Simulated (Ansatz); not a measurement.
A relaxation computed with Ansatz, from input to last step.

```yaml
crystal:
  lattice:
    - [5.1106465722, 2.9506331742, 1.4537232472]
    - [-5.1106465722, 2.9506331742, 1.4537232472]
    - [0.0, -5.9012663484, 1.4537232471]
  atoms:
    - { symbol: Se, position: [0.3219390498, 0.1830561106, 0.920777379] }
    - { symbol: Se, position: [0.920777379, 0.3219390498, 0.1830561106] }
    - { symbol: Se, position: [0.1830561106, 0.920777379, 0.3219390498] }
    - { symbol: Se, position: [0.6780609502, 0.8169438894, 0.079222621] }
    - { symbol: Se, position: [0.079222621, 0.6780609502, 0.8169438894] }
    - { symbol: Se, position: [0.8169438894, 0.079222621, 0.6780609502] }
basis:
  ecutwfc: 420
kpoints:
  mp_grid: { grid: [6, 6, 6] }
hamiltonian:
  xc: pbesol
scf:
  occupations: { method: gaussian, width: 0.02 }
output:
  forces: true
  stress: true
  eigenvalues: true
relax:
  adjacent_minimum: "off"
  f_tol: 0.008
  max_steps: 40
```

```bash
ansatz run input.yaml --threads 1 --pin off --max-ram 2560MiB --backend cpu --events-out ev --progress --plain --runs-dir out
```

The calculation used Ansatz, DFT PBEsol, scalar-relativistic, plane waves, PAW.

Of 6 frames 6 are shown, positions in Å and forces in eV/Å; the SCF threshold varies from step to step.

```xyz
6
Lattice="5.1106 2.9506 1.4537 -5.1106 2.9506 1.4537 0.0000 -5.9013 1.4537" Properties=species:S:1:pos:R:3:forces:R:3 pbc="T T T" step=1 free_energy_over_end_meV_per_atom=5.75
Se    0.7098   -3.9437    2.0727   -0.0202    0.0952    0.3076
Se    3.0605    2.5865    2.0727   -0.0723   -0.0651    0.3076
Se   -3.7702    1.3572    2.0727    0.0925   -0.0301    0.3076
Se   -0.7098    3.9437    2.2885    0.0202   -0.0952   -0.3076
Se   -3.0605   -2.5865    2.2885    0.0723    0.0651   -0.3076
Se    3.7702   -1.3572    2.2885   -0.0925    0.0301   -0.3076
6
Lattice="5.1106 2.9506 1.4537 -5.1106 2.9506 1.4537 0.0000 -5.9013 1.4537" Properties=species:S:1:pos:R:3:forces:R:3 pbc="T T T" step=2 free_energy_over_end_meV_per_atom=2.46
Se    0.6903   -3.9576    2.1109    0.0981    0.1165   -0.0142
Se    3.0822    2.5766    2.1109   -0.1500    0.0267   -0.0142
Se   -3.7725    1.3810    2.1109    0.0519   -0.1433   -0.0142
Se   -0.6903    3.9576    2.2502   -0.0981   -0.1165    0.0142
Se   -3.0822   -2.5766    2.2502    0.1500   -0.0267    0.0142
Se    3.7725   -1.3810    2.2502   -0.0519    0.1433    0.0142
6
Lattice="5.1106 2.9506 1.4537 -5.1106 2.9506 1.4537 0.0000 -5.9013 1.4537" Properties=species:S:1:pos:R:3:forces:R:3 pbc="T T T" step=3 free_energy_over_end_meV_per_atom=0.30
Se    0.7055   -3.9406    2.1046    0.0360    0.0217    0.0302
Se    3.0599    2.5813    2.1046   -0.0368    0.0203    0.0302
Se   -3.7654    1.3593    2.1046    0.0008   -0.0420    0.0302
Se   -0.7055    3.9406    2.2566   -0.0360   -0.0217   -0.0302
Se   -3.0599   -2.5813    2.2566    0.0368   -0.0203   -0.0302
Se    3.7654   -1.3593    2.2566   -0.0008    0.0420   -0.0302
6
Lattice="5.1106 2.9506 1.4537 -5.1106 2.9506 1.4537 0.0000 -5.9013 1.4537" Properties=species:S:1:pos:R:3:forces:R:3 pbc="T T T" step=4 free_energy_over_end_meV_per_atom=0.01
Se    0.7162   -3.9384    2.1084   -0.0029    0.0063    0.0120
Se    3.0526    2.5894    2.1084   -0.0040   -0.0057    0.0120
Se   -3.7688    1.3489    2.1084    0.0069   -0.0006    0.0120
Se   -0.7162    3.9384    2.2528    0.0029   -0.0063   -0.0120
Se   -3.0526   -2.5894    2.2528    0.0040    0.0057   -0.0120
Se    3.7688   -1.3489    2.2528   -0.0069    0.0006   -0.0120
6
Lattice="5.1106 2.9506 1.4537 -5.1106 2.9506 1.4537 0.0000 -5.9013 1.4537" Properties=species:S:1:pos:R:3:forces:R:3 pbc="T T T" step=5 free_energy_over_end_meV_per_atom=0.01
Se    0.7153   -3.9365    2.1101    0.0038   -0.0077   -0.0047
Se    3.0515    2.5877    2.1101    0.0047    0.0071   -0.0047
Se   -3.7668    1.3488    2.1101   -0.0085    0.0005   -0.0047
Se   -0.7153    3.9365    2.2511   -0.0038    0.0077    0.0047
Se   -3.0515   -2.5877    2.2511   -0.0047   -0.0071    0.0047
Se    3.7668   -1.3488    2.2511    0.0085   -0.0005    0.0047
6
Lattice="5.1106 2.9506 1.4537 -5.1106 2.9506 1.4537 0.0000 -5.9013 1.4537" Properties=species:S:1:pos:R:3:forces:R:3 pbc="T T T" step=6 free_energy_over_end_meV_per_atom=0.00
Se    0.7160   -3.9376    2.1098    0.0000   -0.0001    0.0000
Se    3.0521    2.5889    2.1098    0.0001    0.0001    0.0000
Se   -3.7681    1.3487    2.1098   -0.0001    0.0000    0.0000
Se   -0.7160    3.9376    2.2514    0.0000    0.0001    0.0000
Se   -3.0521   -2.5889    2.2514   -0.0001   -0.0001    0.0000
Se    3.7681   -1.3487    2.2514    0.0001    0.0000    0.0000
```

It took 2.7 min on 1 thread of Arm Neoverse N1, on a shared host, peak memory 0.52 GiB.